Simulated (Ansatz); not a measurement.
# BeTe: how the settings move a single-point run

Question: which choices in the input matter for BeTe? The cell is built on a prototype (rocksalt) and needn't be the phase found in nature.

Computed with Ansatz 0.2.0 (reference: DFT, HSE06, plane waves, PAW, unless a step's input says otherwise).

3 further runs of the same task are left out: 1 for a known fault of the program, 2 that didn't finish.

### 1 The system as given

Symmetry: Fm-3m, No. 225, cubic system. Conventional cell: a = 5.366 Å, b = 5.366 Å, c = 5.366 Å, α = 90.00°, β = 90.00°, γ = 90.00°. Around Be (site symmetry m-3m) lie 6 Te at 2.68 Å. Around Te (site symmetry m-3m) lie 6 Be at 2.68 Å.

As a file:

```
Be Te
1.0
     0.00000    2.68323    2.68323
     2.68323    0.00000    2.68323
     2.68323    2.68323    0.00000
Be Te
1 1
Cartesian
  0.0000 0.0000 0.0000
  2.6832 2.6832 2.6832
```

### 2 Reference

input.yaml

```yaml
crystal:
  lattice:
    - [0.0, 2.6832298771, 2.6832298771]
    - [2.6832298771, 0.0, 2.6832298771]
    - [2.6832298771, 2.6832298771, 0.0]
  atoms:
    - { symbol: Be, position: [0.0, 0.0, 0.0] }
    - { symbol: Te, position: [0.5, 0.5, 0.5] }
kpoints:
  mp_grid: { grid: [4, 4, 4] }
hamiltonian:
  xc: hse06
scf:
  occupations: { method: fermi_dirac, width: 0.02 }
  n_extra_bands: 4
output:
  forces: true
  stress: true
  eigenvalues: true
  write_density: true
  write_potential: true
  elf: true
  volumetric_format: npy
```

Launch:

```sh
ansatz run input.yaml --threads 4 --pin off --max-ram 3686MiB --backend cpu --events-out ev --progress --plain --runs-dir out
```

### 3 Variant: mp_grid.grid [6, 6, 6], xc pbesol, accuracy low

Changes to input.yaml since step 2:

```diff
@@ -9,5 +9,5 @@
 kpoints:
-  mp_grid: { grid: [4, 4, 4] }
+  mp_grid: { grid: [6, 6, 6] }
 hamiltonian:
-  xc: hse06
+  xc: pbesol
 scf:
@@ -19,5 +19,2 @@
   eigenvalues: true
-  write_density: true
-  write_potential: true
-  elf: true
-  volumetric_format: npy
+accuracy: low
```

### 4 Variant: exchange pbe, correlation pbe, coeff 0.5, omega 0.2078

Changes to input.yaml since step 2:

```diff
@@ -11,3 +11,6 @@
 hamiltonian:
-  xc: hse06
+  xc:
+    exchange: pbe
+    correlation: pbe
+    exx: { coeff: 0.5, omega: 0.2078 }
 scf:
@@ -19,5 +22 @@
   eigenvalues: true
-  write_density: true
-  write_potential: true
-  elf: true
-  volumetric_format: npy
```

### 5 Variant: q_mesh [2, 2, 2]

Changes to input.yaml since step 2:

```diff
@@ -15,2 +15,3 @@
   n_extra_bands: 4
+  exx: { q_mesh: [2, 2, 2] }
 output:
@@ -19,5 +20 @@
   eigenvalues: true
-  write_density: true
-  write_potential: true
-  elf: true
-  volumetric_format: npy
```

### 6 Changing settings: exchange pbe, correlation pbe, coeff 0.35, omega 0.1

Changes to input.yaml since step 2:

```diff
@@ -11,3 +11,3 @@
 hamiltonian:
-  xc: hse06
+  xc: { exchange: pbe, correlation: pbe, exx: { coeff: 0.35, omega: 0.1 } }
 scf:
@@ -19,5 +19 @@
   eigenvalues: true
-  write_density: true
-  write_potential: true
-  elf: true
-  volumetric_format: npy
```

Before running it: what results should come out? Wanted: for each run, ending; energy change; pressure; gap; force.

**Answer**, as computed:

| run | ending | energy change | pressure (GPa) | gap (eV) | force (eV/Å) | cycles | time |
| --- | --- | --- | --- | --- | --- | --- | --- |
| reference | converged | - | 0.0 | 0.00 | 0.00 | 39 | 9.1 s |
| 1: mp_grid.grid [6, 6, 6], xc pbesol, accuracy low | converged | not comparable | -2.5 | 0.00 | 0.00 | 6 | 0.41 s |
| 2: exchange pbe, correlation pbe, coeff 0.5, omega 0.2078 | converged | not comparable | -1.0 | 0.00 | 0.00 | 62 | 8.1 s |
| 3: q_mesh [2, 2, 2] | converged | - | 0.0 | 0.00 | 0.00 | 39 | 9.1 s |
| 4: exchange pbe, correlation pbe, coeff 0.35, omega 0.1 | converged | not comparable | -0.7 | 0.00 | 0.00 | 21 | 4.1 s |

Times don't compare one to one where runs were asked for different outputs or read a saved state (see the inputs); cycles may leave out searches for a lower state.

Residual by cycle in the longest SCF loop of each run; runs are numbered as in the table. The quantity is the density residual dr2, in eV.

| cycle | reference | run 1 | run 2 | run 3 | run 4 |
| --- | --- | --- | --- | --- | --- |
| 1 | 0.0127 | 0.00183 | 0.00129 | 0.0127 | 0.00184 |
| 3 | 4.1e-4 | 8.1e-6 | 2.3e-5 | 4.1e-4 | 1.8e-5 |
| 5 | 1.4e-4 | 1.2e-8 | 2.9e-5 | 1.4e-4 | 3.2e-9 |
| 6 | 5.1e-6 | 3.3e-9 | 1.2e-5 | 5.1e-6 | 2.8e-10 |
| 8 | 2.7e-7 | - | 1.0e-5 | 2.7e-7 | - |
| 10 | - | - | 2.6e-5 | - | - |
| 12 | - | - | 6.1e-5 | - | - |
| 14 | - | - | 3.8e-4 | - | - |
| 16 | - | - | 2.1e-4 | - | - |
| 17 | - | - | 5.2e-5 | - | - |
| 19 | - | - | 1.7e-4 | - | - |
| 21 | - | - | 1.5e-6 | - | - |

**Reading.** Of the variants the dearest is «q_mesh [2, 2, 2]» (9.1 s), the cheapest «mp_grid.grid [6, 6, 6], xc pbesol, accuracy low» (0.41 s), on a shared host.
